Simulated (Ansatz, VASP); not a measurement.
# MgS in VASP and in Ansatz

```
Mg S
1.0
     4.02879    0.00000    0.00000
    -2.01440    3.48904    0.00000
     0.57737    0.00000    6.41519
Mg S
2 2
Direct
  0.66056 0.33505 0.49723
  0.32550 0.66495 0.99723
  0.34168 0.66941 0.37776
  0.67226 0.33059 0.87776
```

Change from the starting cell: shear of c along a, cell held, atoms relaxed: +9.0 %.

Alike in both runs: functional PBEsol; k mesh 9 × 9 × 4; occupations gaussian, width 0.02 eV; no spin polarisation.

Ansatz relaxed the structure, and its values are those at the end. VASP's run is a single point on that final structure, the one shown.

|  | VASP | Ansatz |
| --- | --- | --- |
| version | VASP 6.6.1 | Ansatz 0.2.0 |
| potentials or method | VASP PAW PBE potentials, release 64 (Mg, S) | scalar-relativistic, plane waves, PAW |
| plane-wave cutoff (eV) | 520 | 420 |
| valence electrons in the cell | 16 | 32 |

|  | VASP | Ansatz | Ansatz less VASP |
| --- | --- | --- | --- |
| gap on the k mesh at the Fermi level (eV) | 3.12 | 3.12 | -0.002 |
| least direct gap on the mesh (eV) | 3.12 | 3.12 | -0.002 |
| pressure (GPa) | -0.3 | -0.2 | +0.09 |

The two sets of potentials don't hold the same shells in valence. Ansatz warned: «stress_scf_threshold_loose».

Caveats: the PAW data sets were made with another functional, which shifts forces and pressure a little (VASP).
